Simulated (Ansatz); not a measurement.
The system is ZrS.

```
CELL_PARAMETERS angstrom
0.00000 2.62500 2.62500
2.62500 0.00000 2.62500
2.62500 2.62500 0.00000
ATOMIC_POSITIONS crystal
Zr 0.00000 0.00000 0.00000
S 0.50000 0.50000 0.50000
```

| Quantity | Value |
| --- | --- |
| Program | Ansatz 0.2.0 |
| Task | relaxation of cell and atoms |
| Functional | PBEsol |
| Potentials or basis | all-electron LAPW, scalar-relativistic |
| Basis error allowed | 0.001 eV/atom |
| k mesh | 9 × 9 × 9 |
| Occupations | fermi-dirac, width 0.05 eV |
| Spin | no spin polarisation |

At the start: volume 18.09 Å³/atom.

Problem. How do energy, volume and symmetry change on relaxing?

Solution. Over 5 steps the energy falls by 18.0 meV/atom and the volume is 17.23 Å³/atom (-4.7 %); space group Fm-3m (No. 225, to 0.05 Å).

Step by step:
```tsv
step	energy change (eV)	largest force (eV/Å)	volume (Å³)
1	0.0000	0.0000	36.18
2	-0.0199	0.0000	33.40
3	-0.0358	0.0000	34.56
4	-0.0360	0.0000	34.47
5	-0.0360	0.0000	34.47
```

Final structure:
```
Zr S
1.0
     0.00000    2.58299    2.58299
     2.58299    0.00000    2.58299
     2.58299    2.58299    0.00000
Zr S
1 1
Direct
  0.00000 0.00000 0.00000
  0.50000 0.50000 0.50000
```
